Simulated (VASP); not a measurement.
# CdS (Hawleyite) (F-43m) in VASP: further runs

Runs on CdS (Hawleyite). Level: PBE. Tasks: G0W0 quasiparticle levels.

Everything below comes from runs of VASP 6.6.1. Logs are shortened: lines on timing, memory, paths and dates and some standing lists are left out, and cuts for length are marked.

## 1. Starting point

The structure is cubic, space group F-43m (No. 216). The conventional cell has a = 5.833 Å, b = 5.833 Å, c = 5.833 Å, α = 90.00°, β = 90.00°, γ = 90.00°. Cd (site symmetry -43m) has 4 S at 2.53 Å as nearest neighbours. Around S (site symmetry -43m) lie 4 Cd at 2.53 Å.

## 2. G0W0 quasiparticle levels, PBE

POSCAR reads:

```
CdS
1.0
    0.0000000000      2.9165000000      2.9165000000
    2.9165000000      0.0000000000      2.9165000000
    2.9165000000      2.9165000000      0.0000000000
Cd S
1 1
Direct
    0.0000000000      0.0000000000      0.0000000000
    0.7500000000      0.7500000000      0.7500000000
```

INCAR.step1 reads:

```
SYSTEM = CdS
PREC = Accurate ; ENCUT = 450
EDIFF = 1E-8 ; ISMEAR = 0
SIGMA = 0.01 ; LREAL = .False.
LASPH = .True. ; NELM = 60
ALGO = Normal ; LWAVE = .True.
LCHARG = .False. ; GGA = PE
```

INCAR.step2 reads:

```
SYSTEM = CdS
PREC = Accurate ; ENCUT = 450
EDIFF = 1E-8 ; ISMEAR = 0
SIGMA = 0.01 ; LREAL = .False.
LASPH = .True. ; NELM = 1
ALGO = Exact ; LWAVE = .True.
LCHARG = .False. ; GGA = PE
NBANDS = 306 ; LOPTICS = .True.
ISTART = 1
```

INCAR.step3 reads:

```
SYSTEM = CdS
PREC = Accurate ; ENCUT = 450
EDIFF = 1E-8 ; ISMEAR = 0
SIGMA = 0.01 ; LREAL = .False.
LASPH = .True. ; ALGO = EVGW0
LWAVE = .False. ; LCHARG = .False.
GGA = PE ; NELMGW = 1
NBANDS = 306 ; ENCUTGW = 260
NOMEGA = 48 ; PRECFOCK = Fast
ISTART = 1 ; NBANDSGW = 17
```

KPOINTS reads:

```
regular mesh
0
Gamma
  5 5 5
  0 0 0
```

Potentials or basis: VASP PAW PBE potentials, release 64 (Cd_GW, S_GW).

Run with:

```console
> cat potpaw_PBE.64/Cd_GW/POTCAR potpaw_PBE.64/S_GW/POTCAR > POTCAR
> cp INCAR.step1 INCAR
> mpirun -np 1 vasp_std > vasp.out
> cp INCAR.step2 INCAR
> mpirun -np 1 vasp_std > vasp.out
> cp INCAR.step3 INCAR
> mpirun -np 1 vasp_std > vasp.out
```

OUTCAR:

```text
SYSTEM = CdS
   PREC = Accurate
   ENCUT = 450
   EDIFF = 1E-8
   ISMEAR = 0
   LREAL = .False.
   LASPH = .True.
   GGA = PE
   NELMGW = 1
   ENCUTGW = 260
   PRECFOCK = Fast
   ISTART = 1

 Found     10 irreducible k-points:

 Following reciprocal coordinates:
            Coordinates               Weight
  0.000000  0.000000  0.000000      1.000000
  0.200000  0.000000  0.000000      8.000000
  0.400000  0.000000  0.000000      8.000000
  0.200000  0.200000  0.000000      6.000000
  0.400000  0.200000  0.000000     24.000000
 -0.400000  0.200000  0.000000     24.000000
   k-points           NKPTS =     10   k-points in BZ     NKDIM =    125   number of bands    NBANDS=    306
   number of dos      NEDOS =    301   number of ions     NIONS =      2
   total plane-waves  NPLWV =  27000
   dimension x,y,z NGX =    30 NGY =   30 NGZ =   30
   dimension x,y,z NGXF=    60 NGYF=   60 NGZF=   60
   ions per type =               1   1
   NGX,Y,Z   is equivalent  to a cutoff of  12.09, 12.09, 12.09 a.u.
   NGXF,Y,Z  is equivalent  to a cutoff of  24.18, 24.18, 24.18 a.u.
 SYSTEM =  CdS
   PREC   = accura    normal or accurate (medium, high low for compatibility)
   ISTART =      1    job   : 0-new  1-cont  2-samecut
   ICHARG =      0    charge: 1-file 2-atom 10-const
   ISPIN  =      1    spin polarized calculation?
   LNONCOLLINEAR =      F non collinear calculations
   LSORBIT =      F    spin-orbit coupling
   LASPH  =      T    aspherical Exc in radial PAW
   ENCUT  =  450.0 eV  33.07 Ry    5.75 a.u.   7.13  7.13  7.13*2*pi/ulx,y,z
   NELM   =     60;   NELMIN=  2; NELMDL=  0     # of ELM steps
   EDIFF  = 0.1E-07   stopping-criterion for ELM
   LREAL  =      F    real-space projection
   EDIFFG = 0.1E-06   stopping-criterion for IOM
   NSW    =      0    number of steps for IOM
   IBRION =     -1    ionic relax: 0-MD 1-quasi-New 2-CG
   NFREE  =      0    steps in history (QN), initial steepest desc. (CG)
   ISIF   =      0    stress and relaxation
   ISYM   =      3    0-nonsym 1-usesym 2-fastsym
   POTIM  = 0.5000    time-step for ionic-motion
   TEBEG  =    0.0;   TEEND  =   0.0 temperature during run
   PSTRESS=    0.0 pullay stress
   NELECT =      18.0000    total number of electrons
   NUPDOWN=      -1.0000    fix difference up-down
   EMIN   =  10.00;   EMAX   =-10.00  energy-range for DOS
   EFERMI =   0.00;   METHOD = LEGACY
   ISMEAR =     0;   SIGMA  =   0.01  broadening in eV -4-tet -1-fermi 0-gaus
   EFERMI_NEDOS =   21; number of points for ismear=-14 and -15
   IALGO  =     38    algorithm
   IMIX   =      4    mixing-type and parameters
     AMIX     =   0.40;   BMIX     =  1.00
     AMIX_MAG =   1.60;   BMIX_MAG =  1.00
  volume/ion in A,a.u.               =      24.81       167.41
  Fermi-wavevector in a.u.,A,eV,Ry     =   1.167599  2.206442 18.548649  1.363287
  Thomas-Fermi vector in A             =   2.304097
   LORBIT       =      0    0 simple, 1 ext, 2 COOP (PROOUT), +10 PAW based schemes
   GGA     = PE    functional components
   LHFCALC =     T    Hartree Fock is set to
   PRECFOCK=fast      Normal, Fast or Accurate (Low or Medium for compatibility)
   ENCUT4O =  -1.0   cutoff for four orbital integrals eV
   NKREDX  =     1    reduce k-point grid by
   NKREDY  =     1    reduce k-point grid by
   NKREDZ  =     1    reduce k-point grid by
   AEXX    =    1.0000 exact exchange contribution
   HFSCREEN=    0.0000 screening length (either q_TF or 0.3 A-1)
   HFSCREENC=   0.0000 screening length for correlation (either q_TF or 0.3 A-1)
   ENCUTFOCK=  -1.0 apply spherical cutoff to Coloumb kernel
   IVDW    =     0    specifies the selected vdW correction
   LEPSILON=     F    determine dielectric tensor
   LRPA    =     F    only Hartree local field effects (RPA)
   LRPAFORCE           =     F    calculate RPA forces
   ENCUTGW             = 260.0    cutoff for response function in eV
   ENCUTGWSOFT         = 208.0    soft cutoff for Coulomb kernel in GW response function in eV
   ENCUTLF             =  -1.0    cutoff for local field effects
   NELMGW              =     1    number of iterations in solving QP/BSE equation
   NELMHF              =     1    number of iterations in the inner HF iteration
   NKREDLFX            =     1    NKREDLFY  =   1   NKREDLFZ  =   1
 non-spin polarized calculation
 Gauss-broadening in eV      SIGMA  =   0.01
  energy-cutoff  :      450.00
  volume of cell :       49.62
 maximum number of plane-waves:      1082
 NGX is ok and might be reduce to    30
  NGX = 16; NGY = 16; NGZ = 16
   NGX = 15   NGY = 15   NGZ = 15
 maximum number of plane-waves:       483

 QP shifts <psi_nk| G(iteration)W_0 |psi_nk>: iteration 1
 for sc-GW calculations column KS-energies equals QP-energies in previous step
 and V_xc(KS)=  KS-energies - (<T + V_ion + V_H > + <T+V_H+V_ion>^1  + <V_x>^1)

 k-point   1 :       0.0000    0.0000    0.0000
  band No.  KS-energies  QP-energies   sigma(KS)   V_xc(KS)     V^pw_x(r,r')   Z            occupation Imag(sigma)

      1      -9.7094     -10.2867     -13.9432     -13.0015     -20.9217       0.6130       2.0000       0.8209
      2      -5.0729      -7.0648     -18.0118     -15.1646     -22.8953       0.6996       2.0000       0.2494
      3      -5.0729      -7.0648     -18.0118     -15.1646     -22.8953       0.6996       2.0000       0.2494
      4      -5.0729      -7.0648     -18.0118     -15.1646     -22.8953       0.6996       2.0000       0.2494
      5      -4.5937      -6.7200     -18.4955     -15.4981     -23.2279       0.7094       2.0000       0.2227
      6      -4.5937      -6.7200     -18.4955     -15.4981     -23.2279       0.7094       2.0000       0.2227
[... 9 lines left out ...]
     16      14.0963      13.9897      -8.0911      -7.9508      -2.4527       0.7604       0.0000      -0.3546
     17      15.9384      15.8098      -7.4256      -7.2580      -2.1356       0.7670       0.0000      -0.4494

 k-point   2 :       0.2000    0.0000    0.0000
  band No.  KS-energies  QP-energies   sigma(KS)   V_xc(KS)     V^pw_x(r,r')   Z            occupation Imag(sigma)

      1      -9.5620     -10.1698     -14.1610     -13.1814     -21.0638       0.6205       2.0000       0.8049
      2      -5.0219      -7.0234     -18.0649     -15.2093     -22.9409       0.7009       2.0000       0.2495
      3      -5.0219      -7.0234     -18.0649     -15.2093     -22.9409       0.7009       2.0000       0.2495
      4      -4.9238      -6.8965     -17.8354     -15.0283     -22.6699       0.7027       2.0000       0.2543
      5      -4.5932      -6.7229     -18.4899     -15.4942     -23.2263       0.7109       2.0000       0.2237
      6      -4.5932      -6.7229     -18.4899     -15.4942     -23.2263       0.7109       2.0000       0.2237
[... 9 lines left out ...]
     16      14.2546      14.0776      -7.2777      -7.0475      -2.1062       0.7689       0.0000      -0.3393
     17      16.6668      16.6583      -8.3724      -8.3614      -2.6208       0.7745       0.0000      -0.5383

 k-point   3 :       0.4000    0.0000    0.0000
  band No.  KS-energies  QP-energies   sigma(KS)   V_xc(KS)     V^pw_x(r,r')   Z            occupation Imag(sigma)

      1      -9.3226      -9.9867     -14.5652     -13.5182     -21.3529       0.6344       2.0000       0.7772
      2      -4.9598      -6.9745     -18.1176     -15.2469     -22.9751       0.7018       2.0000       0.2475
      3      -4.9598      -6.9745     -18.1176     -15.2469     -22.9751       0.7018       2.0000       0.2475
      4      -4.5649      -6.6968     -18.5344     -15.5396     -23.2838       0.7118       2.0000       0.2273
      5      -4.5649      -6.6968     -18.5344     -15.5396     -23.2838       0.7118       2.0000       0.2273
      6      -4.3938      -6.3711     -18.0139     -15.2235     -22.7613       0.7086       2.0000       0.2539
[... 9 lines left out ...]
     16      14.2810      14.5900      -9.9518     -10.3635      -4.5025       0.7504       0.0000      -0.3309
     17      17.2391      17.5616     -10.1390     -10.5622      -3.9762       0.7620       0.0000      -0.6766

 k-point   4 :       0.2000    0.2000    0.0000
  band No.  KS-energies  QP-energies   sigma(KS)   V_xc(KS)     V^pw_x(r,r')   Z            occupation Imag(sigma)

      1      -9.5136     -10.1331     -14.2334     -13.2417     -21.1123       0.6247       2.0000       0.8010
      2      -4.9656      -6.9759     -18.1241     -15.2591     -22.9936       0.7017       2.0000       0.2506
      3      -4.9656      -6.9759     -18.1241     -15.2591     -22.9936       0.7017       2.0000       0.2506
      4      -4.9583      -6.9122     -17.7155     -14.9281     -22.5438       0.7010       2.0000       0.2541
      5      -4.6217      -6.7347     -18.4146     -15.4336     -23.1505       0.7088       2.0000       0.2249
      6      -4.5637      -6.6988     -18.5310     -15.5307     -23.2690       0.7116       2.0000       0.2237
[... 9 lines left out ...]
     16      16.6580      16.7109      -8.7375      -8.8055      -2.8311       0.7771       0.0000      -0.5592
     17      17.1203      17.0805      -8.0544      -8.0024      -2.5622       0.7649       0.0000      -0.5010

 k-point   5 :       0.4000    0.2000    0.0000
  band No.  KS-energies  QP-energies   sigma(KS)   V_xc(KS)     V^pw_x(r,r')   Z            occupation Imag(sigma)

      1      -9.3072      -9.9757     -14.5809     -13.5323     -21.3629       0.6375       2.0000       0.7789
      2      -4.9270      -6.9433     -18.0789     -15.2139     -22.9254       0.7038       2.0000       0.2495
      3      -4.8831      -6.9152     -18.2144     -15.3320     -23.0682       0.7050       2.0000       0.2494
      4      -4.7147      -6.7739     -18.1205     -15.2091     -22.8752       0.7073       2.0000       0.2373
      5      -4.5419      -6.6811     -18.5606     -15.5612     -23.3076       0.7132       2.0000       0.2262
      6      -4.4396      -6.4403     -18.1082     -15.2826     -22.8538       0.7081       2.0000       0.2461
[... 9 lines left out ...]
     16      15.9546      15.9673      -8.3960      -8.4125      -2.8847       0.7657       0.0000      -0.4668
     17      17.2577      17.5199      -9.8796     -10.2260      -3.7975       0.7572       0.0000      -0.6267

 k-point   6 :      -0.4000    0.2000    0.0000
  band No.  KS-energies  QP-energies   sigma(KS)   V_xc(KS)     V^pw_x(r,r')   Z            occupation Imag(sigma)

      1      -9.2296      -9.9167     -14.7245     -13.6536     -21.4739       0.6417       2.0000       0.7658
      2      -4.9186      -6.9483     -18.1031     -15.2240     -22.9414       0.7050       2.0000       0.2481
      3      -4.8819      -6.9160     -18.2159     -15.3326     -23.0681       0.7055       2.0000       0.2485
      4      -4.6087      -6.7290     -18.4329     -15.4493     -23.1837       0.7107       2.0000       0.2307
      5      -4.5708      -6.6989     -18.5169     -15.5234     -23.2658       0.7109       2.0000       0.2271
      6      -4.1305      -6.1243     -18.3549     -15.5487     -23.0947       0.7105       2.0000       0.2493
[... 9 lines left out ...]
     16      15.6302      15.7483      -8.7827      -8.9381      -3.2630       0.7607       0.0000      -0.4215
     17      16.8056      17.0589     -10.0684     -10.4024      -3.9747       0.7587       0.0000      -0.6257

 [... further k-points ...]
```

It took 14 min on 1 thread of Intel Xeon 6975P-C (Granite Rapids), shared host; peak memory 1.3 GiB.

The run converged, but some of its settings lie outside the range that counts as converged, so its numbers aren't taken as properties of the crystal.

What came out:

- Band gap on the k mesh, mean-field level: 1.14 eV, direct
- Quasiparticle gap: 2.04 eV
- Least direct quasiparticle gap: 2.04 eV

Caveat: bands, screening cutoff and mesh are small and nothing is extrapolated, so the quasiparticle values aren't converged.

(Continued in part 2 of 2.)
